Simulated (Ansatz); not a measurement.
**One crystal, many levels of theory: K4I3Br (ordered model alloy, started on the KBr lattice) (Cmmm)**

Wanted: a ladder of band gaps for K4I3Br (ordered model alloy, started on the KBr lattice) (Cmmm), from density functionals to G0W0.

Program: Ansatz 0.2.0. Level of theory: density functionals, hybrids and G0W0, plane waves, PAW. Results are calculated unless marked as measured.

Report form: the programs' logs are mostly left out.

## 1. Set-up

It takes space group Cmmm (No. 65, orthorhombic). The conventional cell has a = 9.498 Å, b = 13.427 Å, c = 4.746 Å, α = 90.00°, β = 90.00°, γ = 90.00°. Nearest to K lie 2 Br at 3.28 Å and 4 I at 3.36 to 3.44 Å. K has 1 Br at 3.27 Å and 5 I at 3.36 to 3.44 Å nearest. I has 6 K at 3.36 Å nearest. Nearest to I lie 6 K at 3.44 Å. Br has 6 K at 3.27 to 3.28 Å nearest. It derives from KBr. Farther neighbours and most contacts between anions are not listed.

Structure file:

```cif
data_structure
_symmetry_space_group_name_H-M 'Cmmm'
_symmetry_Int_Tables_number 65
_cell_length_a 9.4983
_cell_length_b 13.4275
_cell_length_c 4.7461
_cell_angle_alpha 90.000
_cell_angle_beta 90.000
_cell_angle_gamma 90.000
_cell_volume 605.30
loop_
_atom_site_label
_atom_site_type_symbol
_atom_site_symmetry_multiplicity
_atom_site_Wyckoff_symbol
_atom_site_fract_x
_atom_site_fract_y
_atom_site_fract_z
_atom_site_occupancy
K1 K 4 g 0.73771 0.00000 0.00000 1
K2 K 4 j 0.50000 0.75634 0.50000 1
I1 I 4 e 0.25000 0.25000 0.00000 1
I2 I 2 d 0.00000 0.00000 0.50000 1
Br1 Br 2 c 0.50000 0.00000 0.50000 1
```

The structure was relaxed with LDA. The runs that relaxed it are not among those shown. Spin-orbit coupling is left out unless a step names it.

The logs state that the PAW files were generated under PBE.

## 2. LDA on the 4×4×4 mesh

Levels along a band path and on the mesh show where this functional puts the band edges.

This step: DFT, LDA, plane waves, PAW; PAW set soft_1.

The input, input.yaml:

```yaml
crystal:
  lattice:
    - [0.0021759663, 6.7141101044, 6.7137344387]
    - [6.7141101044, 0.0021759663, 6.7137344387]
    - [6.7162860707, 6.7162860707, 0.0]
  atoms:
    - { symbol: K, position: [0.0, 0.0, -0.0122916223] }
    - { symbol: K, position: [0.0, 0.0, 0.5122916223] }
    - { symbol: K, position: [0.0063358432, 0.5063358432, -0.0063358432] }
    - { symbol: K, position: [-0.0063358432, 0.4936641568, 0.5063358432] }
    - { symbol: K, position: [0.5063358432, 0.0063358432, -0.0063358432] }
    - { symbol: K, position: [0.4936641568, -0.0063358432, 0.5063358432] }
    - { symbol: K, position: [0.5, 0.5, -0.0122916223] }
    - { symbol: K, position: [0.5, 0.5, 0.5122916223] }
    - { symbol: I, position: [0.25, 0.25, 0.25] }
    - { symbol: I, position: [0.25, 0.25, 0.75] }
    - { symbol: I, position: [0.25, 0.75, 0.25] }
    - { symbol: Br, position: [0.25, 0.75, 0.75] }
    - { symbol: I, position: [0.75, 0.25, 0.25] }
    - { symbol: Br, position: [0.75, 0.25, 0.75] }
    - { symbol: I, position: [0.75, 0.75, 0.25] }
    - { symbol: I, position: [0.75, 0.75, 0.75] }
kpoints:
  mp_grid: { grid: [4, 4, 4] }
  band_path:
    path:
      - [[0.0, 0.0, 0.0], [0.5, 0.0, 0.0]]
      - [[0.0, 0.5, 0.0], [0.0, 0.0, 0.0], [0.0, 0.0, 0.5]]
      - [[0.5, 0.5, 0.5], [0.0, 0.0, 0.0]]
    npoints: 10
hamiltonian:
  xc: lda
  pseudopotentials: { kind: paw, azcp: { folder: soft_1 }, xc_functional: pbe }
scf:
  occupations: { method: fermi_dirac, width: 0.02 }
  n_extra_bands: 9
output:
  eigenvalues: true
  write_density: true
  write_potential: true
  elf: true
  volumetric_format: npy
```

Command:

```console
> ansatz run input.yaml --threads 4 --pin off --max-ram 17510MiB --backend cpu --events-out ev --progress --plain --runs-dir out
```

It took 45 s on 4 threads of Arm Neoverse V1, shared host; peak memory 2.4 GiB.

Numbers from this step:

| Property | Result |
| --- | --- |
| filled bands | 94 |
| gap | 3.764 eV |
| valence top at | Γ |
| conduction bottom at | Γ |
| least direct gap | 3.764 eV |

Over mesh and path the gap is 3.764 eV, in a supercell, where edges may be folded.

## 3. r2SCAN on the 4×4×4 mesh

r2SCAN is a meta-GGA: it depends on the kinetic-energy density as well as on the density and its gradient.

This step: DFT, r2SCAN, plane waves, PAW; PAW set soft_1.

Changes to input.yaml since step 2:

```diff
@@ -26,11 +26,13 @@
     path:
-      - [[0.0, 0.0, 0.0], [0.5, 0.0, 0.0]]
-      - [[0.0, 0.5, 0.0], [0.0, 0.0, 0.0], [0.0, 0.0, 0.5]]
-      - [[0.5, 0.5, 0.5], [0.0, 0.0, 0.0]]
-    npoints: 10
+      - [0.0, 0.0, 0.0]
+      - [0.5, 0.0, 0.0]
+      - [0.0, 0.5, 0.0]
+      - [0.0, 0.0, 0.5]
+      - [0.5, 0.5, 0.5]
+    npoints: 1
 hamiltonian:
-  xc: lda
-  pseudopotentials: { kind: paw, azcp: { folder: soft_1 }, xc_functional: pbe }
+  xc: r2scan
+  pseudopotentials: { kind: paw, azcp: { folder: soft_1 } }
 scf:
-  occupations: { method: fermi_dirac, width: 0.02 }
+  occupations: { method: fixed }
   n_extra_bands: 9
```

The job ended after 53 s (4 threads; peak memory 3.7 GiB).

Numbers from this step:

```yaml
gap: 4.785 eV
valence_top_at: Γ
conduction_bottom_at: Γ
least_direct_gap: 4.785 eV
```

Over mesh and listed points the gap is 4.785 eV, in a supercell, where edges may be folded. r2SCAN against LDA: 4.785 − 3.764 = +1.021 eV. The runs also differ in plane-wave cutoff (420 eV and 500 eV), so how much of this comes from the functional alone is not known.

## 4. HSE06 on the 2×2×2 mesh

HSE06 mixes in a quarter of exact exchange at short range.

This step: DFT, HSE06, plane waves, PAW; PAW set soft_1.

Changes to input.yaml since step 3:

```diff
@@ -23,3 +23,3 @@
 kpoints:
-  mp_grid: { grid: [4, 4, 4] }
+  mp_grid: { grid: [2, 2, 2] }
   band_path:
@@ -33,3 +33,3 @@
 hamiltonian:
-  xc: r2scan
+  xc: hse06
   pseudopotentials: { kind: paw, azcp: { folder: soft_1 } }
@@ -40,5 +40 @@
   eigenvalues: true
-  write_density: true
-  write_potential: true
-  elf: true
-  volumetric_format: npy
```

The job ended after 3.9 min (4 threads; peak memory 7.8 GiB; 14 min of CPU time).

This step gave:

| Property | Result |
| --- | --- |
| gap | 5.168 eV |
| valence top at | Γ |
| conduction bottom at | Γ |
| least direct gap | 5.168 eV |
| exact-exchange fraction | 0.25 |

Over mesh and listed points the gap is 5.168 eV, in a supercell, where edges may be folded. HSE06 against LDA: 5.168 − 3.764 = +1.404 eV. The runs also differ in mesh (4×4×4 and 2×2×2), so how much of this comes from the functional alone is not known.

## 5. G0W0@LDA, 2×2×2 mesh, 1077 empty bands, screening to 85 eV, PAW set soft_1 files

G0W0 replaces the xc potential by a self-energy built once from the orbitals of the start. Levels are corrected in the window of bands that the input names, at points of the mesh.

This step: G0W0 on LDA, plane waves, PAW; PAW set soft_1.

Changes to input.yaml since step 4:

```diff
@@ -24,17 +24,12 @@
   mp_grid: { grid: [2, 2, 2] }
-  band_path:
-    path:
-      - [0.0, 0.0, 0.0]
-      - [0.5, 0.0, 0.0]
-      - [0.0, 0.5, 0.0]
-      - [0.0, 0.0, 0.5]
-      - [0.5, 0.5, 0.5]
-    npoints: 1
 hamiltonian:
-  xc: hse06
-  pseudopotentials: { kind: paw, azcp: { folder: soft_1 } }
+  xc: lda
+  pseudopotentials: { kind: paw, azcp: { folder: soft_1 }, xc_functional: pbe }
 scf:
   occupations: { method: fixed }
-  n_extra_bands: 9
-output:
-  eigenvalues: true
+gw:
+  n_empty_bands: 1077
+  ecut_chi: 85.0
+  qp_bands: [v4, c4]
+  qp_kpoints: band_edges
+  screening: { model: contour_deformation }
```

Elapsed: 15 min, on 4 threads; peak memory 13 GiB; 57 min of CPU time.

Numbers from this step:

* bands summed: 1171
* RPA ε∞ on this mesh (eigenvalues): 2.887, 2.887, 2.895
* plane waves in the screening matrix: 1067
* G0W0 gap over the corrected points: 5.948 eV
* k of the valence top: 0, 0, 0
* k of the conduction bottom: 0, 0, 0
* starting gap on the mesh: 3.763 eV
* Z at the valence top: 0.8001
* Z at the conduction bottom: 0.8433
* least direct G0W0 gap over the corrected points: 5.948 eV

Over all 5 irreducible mesh points the G0W0 gap is 5.948 eV, in a supercell, where edges may be folded. The LDA gap of this run on the mesh is 3.763 eV. The two states that bound the G0W0 gap lie that far apart at the start, so the correction of the gap is 5.948 − 3.763 = +2.185 eV.

## 6. All levels together

Each gap is the least one over the points named; times are wall times on shared hosts, not benchmarks. A G0W0 time includes the run's own self-consistent start. Runs with listed points see these and the mesh alone, so an edge that moves elsewhere is missed. Rows marked * are further runs, not shown as steps, whose inputs differ from the G0W0 step on the same start in the columns given; solver thresholds can differ too.

```csv
level,mesh,"files, cutoff","bands summed, screening",points,gap (eV),valence top,conduction bottom,least direct gap (eV),time
LDA,4×4×4,"soft_1 PAW, 420 eV",-,mesh and path,3.764,Γ,Γ,3.764,45 s
r2SCAN,4×4×4,"soft_1 PAW, 500 eV",-,mesh and listed points,4.785,Γ,Γ,4.785,53 s
HSE06,2×2×2,"soft_1 PAW, 420 eV",-,mesh and listed points,5.168,Γ,Γ,5.168,3.9 min
G0W0@LDA*,2×2×2,"soft_1 PAW, 420 eV","366, 34 eV",all 5 irreducible mesh points,5.626,Γ,Γ,5.626,1.9 min
G0W0@LDA,2×2×2,"soft_1 PAW, 420 eV","1171, 85 eV",all 5 irreducible mesh points,5.948,Γ,Γ,5.948,15 min
```

## 7. Outcome

- LDA, over mesh and path: 3.764 eV
- r2SCAN, over mesh and listed points: 4.785 eV
- HSE06, over mesh and listed points: 5.168 eV
- G0W0@LDA (1171 bands, 2×2×2), over all 5 irreducible mesh points: 5.948 eV
- known limits: finite bands, screening cutoff and k mesh; no spin-orbit coupling in G0W0; folded zone; screening cutoff under 40 eV in some runs

The rows run from 3.764 eV (LDA) to 5.948 eV (G0W0@LDA (1171 bands, 2×2×2)). They differ in mesh, plane-wave cutoff, bands and screening cutoff of G0W0 and the points over which the gap was sought as well as in level, so only pairs that share these are like for like. No two rows share mesh, files, cutoffs and edge points. G0W0@LDA (1171 bands, 2×2×2) moves the gap of its own start on the mesh by 5.948 − 3.763 = +2.185 eV, between the same two levels. No level off the mesh was corrected, so the G0W0 gap over the whole zone is not known from these runs. For G0W0@LDA: from 366 bands and 34 eV to 1171 bands and 85 eV the gap moves by 5.948 − 5.626 = +0.322 eV; bands and screening cutoff rise together, so their parts are not told apart. Two runs can't test a law of convergence, so the limit is not known. The G0W0 runs are scalar-relativistic; no run with spin-orbit coupling is shown, so its effect in this cell, which holds I, is not known. The cell of 16 atoms is not primitive: within 0.02 Å a cell of 8 atoms repeats. Its zone is folded, so k points refer to this cell and don't show whether the crystal's gap is direct. No pair of G0W0 runs that differ in the mesh alone is shown (2×2×2 is a supercell whose nearest images lie 19 Å apart), so the error from the mesh is not known here. G0W0 is shown with one set of atomic data (soft_1 PAW), so the error from the files is not known here. A screening cutoff under 40 eV is crude: G0W0@LDA with 366 bands at 34 eV. Failed or unusable runs of this series, left out of the table: LDA+SOC (4×4×4 mesh, soft_1 PAW files, 420 eV) reached its time limit after 5.2 min.

[Paths, hosts, dates, memory and timing lines, banners, echoed tables and standing remarks are left out of the program output.]

[Logs are printed without paths, hosts, clocks, repeated set-up lines and the standing remarks that a program may print on its own settings, such as how far it seeks lower states.]

[Runs of the session that timed out or met a known fault of the program may be left out.]

[Cells called generated may have been cut or substituted from an entry of the Crystallography Open Database or the Materials Project.]

[Hosts, paths, dates, database ids (printed as entryN), source tags and the programs' standing remarks are cut or masked in the printed files.]

[Where an RPA ε∞ is given, it is that of the G0W0 mesh and is not shown converged in it. Names of k-points follow the symmetry that the program found, which can be lower than the space group named. Band edges on a path are those of the sampled points; other points can move an edge, and change direct to indirect where valleys lie close.]

[Hybrid gaps are those of their k-mesh and are not shown converged in it.]
